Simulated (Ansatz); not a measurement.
# Mg: a sweep of the PAW cutoff

Aim: hold Mg and all else fixed and vary the PAW cutoff, to see how far energy and properties move.

Method: DFT, PBE, PAW with Ansatz's default frozen-core files, scalar-relativistic, in Ansatz 0.2.0.

**1. The structure to begin with**

Symmetry: P6_3/mmc, No. 194, hexagonal system. The conventional cell has a = 3.209 Å, b = 3.209 Å, c = 5.210 Å, α = 90.00°, β = 90.00°, γ = 120.00°. Mg (site symmetry -6m2) has 12 Mg at 3.20 to 3.21 Å as nearest neighbours.

Coordinates:

```
CELL_PARAMETERS angstrom
3.20927 0.00000 0.00000
-1.60464 2.77931 0.00000
0.00000 0.00000 5.21033
ATOMIC_POSITIONS crystal
Mg 0.33333 0.66667 0.25000
Mg 0.66667 0.33333 0.75000
```

The cell comes from a crystallographic database entry that wasn't checked; take it as a given geometry, which may be far from equilibrium.

Atoms are numbered in the order of the input: Mg1, Mg2.

**2. With PAW files, cutoff 150 eV**

The input, input.yaml:

```yaml
crystal:
  lattice:
    - [3.2092715325, 0.0, 0.0]
    - [-1.6046357662, 2.7793106748, 0.0]
    - [0.0, 0.0, 5.21033]
  atoms:
    - { symbol: Mg, position: [0.3333333333, 0.6666666667, 0.25] }
    - { symbol: Mg, position: [0.6666666667, 0.3333333333, 0.75] }
kpoints:
  mp_grid: { grid: [12, 12, 7] }
scf:
  occupations: { method: fermi_dirac, width: 0.08 }
hamiltonian:
  xc: pbe
  pseudopotentials: { kind: paw }
output:
  forces: true
  stress: true
  eigenvalues: true
  efg: { contact_densities: true }
basis:
  ecutwfc: 150
```

**3. With PAW files, cutoff 250 eV**

Changes to input.yaml since step 2:

```diff
@@ -21,2 +21,2 @@
 basis:
-  ecutwfc: 150
+  ecutwfc: 250
```

**4. With PAW files, cutoff 300 eV**

Changes to input.yaml since step 3:

```diff
@@ -21,2 +21,2 @@
 basis:
-  ecutwfc: 250
+  ecutwfc: 300
```

**5. With PAW files, cutoff 500 eV**

Changes to input.yaml since step 4:

```diff
@@ -21,2 +21,2 @@
 basis:
-  ecutwfc: 300
+  ecutwfc: 500
```

**6. With PAW files, cutoff 800 eV**

Changes to input.yaml since step 5:

```diff
@@ -21,2 +21,2 @@
 basis:
-  ecutwfc: 500
+  ecutwfc: 800
```

(Steps that only read results are left out.)

**Question.** What will these runs give? Wanted: energy error of the loosest run; pressure, lowest to highest.

As calculated:

| quantity | value |
| --- | --- |
| energy error of the loosest run (PAW) | 15379.9 meV/atom |
| within 1 meV/atom from | cutoff 500 eV |
| pressure, lowest to highest (PAW) | -0.45 to 7.02 GPa |

**Reading.** At the loosest setting in the table the energy misses the tightest run by 15379.9 meV/atom; from cutoff 500 eV on, all lie within 1 meV/atom of it. The energy falls at every step, as a growing basis should make it. The pressure spans 7.47 GPa (PAW).
